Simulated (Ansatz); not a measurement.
**Turning moments in Mn**

System: Mn, an unrelaxed test cell, picked because its SCF is hard; the cell holds 4 atoms.

```yaml
crystal:
  lattice:
    - [2.86256, 0.00000, 0.00000]
    - [0.00000, 2.86256, 0.00000]
    - [0.00000, 0.00000, 5.72513]
  atoms:
    - { symbol: Mn, position: [0.00000, 0.00000, 0.00000] }
    - { symbol: Mn, position: [0.50000, 0.50000, 0.25000] }
    - { symbol: Mn, position: [0.00000, 0.00000, 0.50000] }
    - { symbol: Mn, position: [0.50000, 0.50000, 0.75000] }
```

Atoms are numbered from 1 in the order listed.

Level of theory: DFT, LDA, PAW (an earlier, harder data set), plane waves, scalar-relativistic (Ansatz).

- Plane-wave cutoff: 720 eV
- k-point mesh: 3×3×2 (Γ-centred)
- Occupations: Fermi–Dirac smearing, 0.03 eV
- Valence electrons: 60

Site vectors of these older runs were integrated over wider regions than atomic spheres, and need not add up to the total.

The mesh is coarse, so energy differences (and at times their sign) aren't converged.

Spins are non-collinear; moments are vectors (x, y, z) in μB. Without spin–orbit coupling a common rotation of all moments costs nothing, so only their relative directions matter.

Default search: extra SCF cycles where an unstable direction or a doubtful shell filling shows. With a search on, the program may also reshape the start on open shells.

Only this run was made, so its end need not be the lowest state of the cell.

Where moments are weakly coupled, the SCF can meet its threshold before they have finished turning.

(1) Start Mn1 (0.84, -0.20, -0.68), Mn2 (1.90, 0.06, -0.03), Mn3 (1.47, 0.83, -0.21), Mn4 (0.75, -2.02, 0.45); default search for lower states. What happens?

Results:

(1) It converges in 65 iterations: sizes Mn1 0.30, Mn2 1.81, Mn3 0.30, Mn4 1.81 μB (canted; angles of the large moments to the first 100°), net moment 1.80 μB; the program warns that the starting moments weren't kept.
